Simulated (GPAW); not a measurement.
Sb:

```
Sb
1.0
     0.00000    2.37124    2.37124
     2.37124    0.00000    2.37124
     2.37124    2.37124    0.00000
Sb
1
Direct
  0.00000 0.00000 0.00000
```

This isn't the form of Sb at room conditions, which is rhombohedral.

```yaml
Program: GPAW 26.7.0
Task: relaxation of cell and atoms
Functional: PBEsol
Dispersion: D3(BJ)+ATM
Potentials_or_basis: PAW data sets generated in the run's folder for this functional
Cutoff: 600 eV
Basis: pw
k_mesh: 10 × 10 × 10
Occupations: fermi-dirac, width 0.05 eV
Spin: no spin polarisation
```

At the start: pressure -4.4 GPa; volume 26.67 Å³/atom.

Question: How do energy, volume and symmetry change on relaxing?

Answer: Over 4 steps the energy falls by 27.3 meV/atom and the volume is 24.82 Å³/atom (-6.9 %); space group Fm-3m (No. 225, to 0.05 Å).

The path:
```tsv
step	energy change (eV)	largest force (eV/Å)	pressure (GPa)	volume (Å³)
1	0.0000	0.0000	-4.41	26.67
2	-0.0181	0.0000	-2.68	25.84
3	-0.0272	0.0000	0.34	24.71
4	-0.0273	0.0000	-0.03	24.82
```

Final structure:
```
Sb
1.0
     0.00000    2.31536    2.31536
     2.31536    0.00000    2.31536
     2.31536    2.31536    0.00000
Sb
1
Direct
  0.00000 0.00000 0.00000
```

Caveat: later steps reuse the first step's grids; pairwise dispersion overbinds metals, which lowers pressure and volume.
